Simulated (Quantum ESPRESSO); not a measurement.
Wanted: the native input for a Quantum ESPRESSO 7.5 run.

```yaml
Task: dielectric tensor
Functional: PBEsol
Potentials_or_basis: PseudoDojo 0.4 FR PBEsol standard
Cutoff: 952 eV
Density_cutoff: 3810 eV
k_mesh: 6 × 6 × 6, shifted
Occupations: fermi-dirac, width 0.05 eV
Spin: spin-orbit coupling, no magnetisation
Mixing_beta: 0.5
Most_SCF_iterations: 120
SCF_threshold: 4e-10 Ry
```

The system is InP.

```
In P
1.0
     0.00000    2.93050    2.93050
     2.93050    0.00000    2.93050
     2.93050    2.93050    0.00000
In P
1 1
Direct
  0.00000 0.00000 0.00000
  0.75000 0.75000 0.75000
```

These files were run (other wordings do the same):

pw.in

```
&CONTROL
  calculation = 'scf'
  prefix = 'pwscf'
  outdir = './tmp'
  pseudo_dir = './pseudo'
  tprnfor = .true.
  tstress = .true.
  disk_io = 'low'
/
&SYSTEM
  ibrav = 0
  nat = 2
  ntyp = 2
  ecutwfc = 70
  nbnd = 30
  occupations = 'smearing'
  smearing = 'fd'
  degauss = 0.00367493
  noncolin = .true.
  lspinorb = .true.
/
&ELECTRONS
  conv_thr = 4d-10
  electron_maxstep = 120
  mixing_beta = 0.5
/
ATOMIC_SPECIES
In   114.8180 In.upf
P     30.9738 P.upf
CELL_PARAMETERS angstrom
   0.0000000000    2.9305000000    2.9305000000
   2.9305000000    0.0000000000    2.9305000000
   2.9305000000    2.9305000000    0.0000000000
ATOMIC_POSITIONS crystal
In     0.0000000000    0.0000000000    0.0000000000
P      0.7500000000    0.7500000000    0.7500000000
K_POINTS automatic
6 6 6 1 1 1
```

scf2.in

```
&CONTROL
  calculation = 'scf'
  prefix = 'pwscf'
  outdir = './tmp'
  pseudo_dir = './pseudo'
  tprnfor = .true.
  tstress = .true.
  disk_io = 'low'
/
&SYSTEM
  ibrav = 0
  nat = 2
  ntyp = 2
  ecutwfc = 70
  nbnd = 30
  occupations = 'fixed'
  noncolin = .true.
  lspinorb = .true.
/
&ELECTRONS
  conv_thr = 1d-13
  electron_maxstep = 120
  mixing_beta = 0.5
  startingpot = 'file'
  startingwfc = 'file'
/
ATOMIC_SPECIES
In   114.8180 In.upf
P     30.9738 P.upf
CELL_PARAMETERS angstrom
   0.0000000000    2.9305000000    2.9305000000
   2.9305000000    0.0000000000    2.9305000000
   2.9305000000    2.9305000000    0.0000000000
ATOMIC_POSITIONS crystal
In     0.0000000000    0.0000000000    0.0000000000
P      0.7500000000    0.7500000000    0.7500000000
K_POINTS automatic
6 6 6 1 1 1
```

ph.in

```
dielectric of InP
&INPUTPH
  prefix = 'pwscf'
  outdir = './tmp'
  tr2_ph = 1d-16
  fildyn = 'dyn'
  niter_ph = 60
  alpha_mix(1) = 0.7
  epsil = .true.
  trans = .false.
  zeu = .true.
/
0.0000000000 0.0000000000 0.0000000000
```

Potentials or basis: PseudoDojo 0.4 FR PBEsol standard.

Launch:

```console
$ OMP_NUM_THREADS=1 pw.x -in pw.in > pw.out
$ OMP_NUM_THREADS=1 pw.x -in scf2.in > scf2.out
$ OMP_NUM_THREADS=1 ph.x -in ph.in > ph.out
```

It gave:

The pressure is 0.7 GPa. The electronic dielectric tensor (diagonal) is 11.43 and the born charges (mean of the diagonal) is In +2.51; P -2.52 e.

It took 23 min on 1 thread of Arm Neoverse V1 (shared host), peak memory 0.19 GiB.
